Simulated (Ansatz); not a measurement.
Theory: DFT PBE, scalar-relativistic, plane waves, PAW in Ansatz. All cells share a 420 eV cutoff and Γ-centred k meshes spaced at most about 0.3 Å⁻¹ (about 0.25 or finer for metals, 2π included). No spin polarisation.

These are static total energies at zero pressure.

Two forms of Si5Ge2 were relaxed alike.

A.

```
CELL_PARAMETERS angstrom
4.47284 -3.02355 0.00000
4.47284 3.02355 0.00000
-2.13750 0.00000 4.44207
ATOMIC_POSITIONS crystal
Si 0.00000 0.00000 0.00000
Si 0.39803 0.80533 0.38600
Si 0.19467 0.60197 0.61399
Si 0.60197 0.19467 0.61399
Si 0.80533 0.39803 0.38600
Ge 0.29336 0.29336 0.02176
Ge 0.70664 0.70664 0.97824
```

B.

```
CELL_PARAMETERS angstrom
3.28914 1.89899 4.36010
-3.28914 1.89899 4.36010
0.00000 -3.79797 4.36010
ATOMIC_POSITIONS crystal
Si 0.11433 0.11433 0.11433
Si 0.88567 0.88567 0.88567
Si 0.71964 0.00000 0.28036
Si 0.28036 0.71964 0.00000
Si 0.00000 0.28036 0.71964
Ge 0.69972 0.69972 0.69972
Ge 0.30028 0.30028 0.30028
```

Question: Which would you expect to be lower, and how large is the difference?

Answer: B is lower, by 199 meV/atom. A has space group C2/m (No. 12), 17.2 Å³/atom and no gap on its mesh; B has space group R32 (No. 155), 23.3 Å³/atom and a gap of 0.72 eV. Counting Si atoms around Ge (those within 1.25 times the shortest such distance or 1.15 times the sum of covalent radii; a plus sign parts nearer from farther groups), A has Ge 1+6 and B has Ge 4. The lower one is the more open, so pressure narrows the difference. Even the lower one lies +0.19 eV/atom against the reference forms of the elements (uncorrected), so neither is stable at this level. In A, Si on a site of symmetry 2/m has 4 Si at 2.48 Å and 2 Ge at 2.58 Å; Si on a site of symmetry 1 has 4 Si at 2.46–2.52 Å and 3 Ge at 2.84–2.92 Å; Ge is surrounded by 1 Si at 2.58 Å and 6 Si at 2.84–2.92 Å. In B, around Si on a site of symmetry 3 lie 3 Si at 2.37 Å, 1 Ge at 2.43 Å and 1 Si at 2.99 Å; Si on a site of symmetry 2 is surrounded by 2 Si at 2.37 Å and 2 Ge at 2.43 Å; Ge is surrounded by 4 Si at 2.43 Å. Both come from invented guesses.

Kohn–Sham gaps at this level usually fall short of measured ones. Cells relaxed within their symmetry can be saddle points.
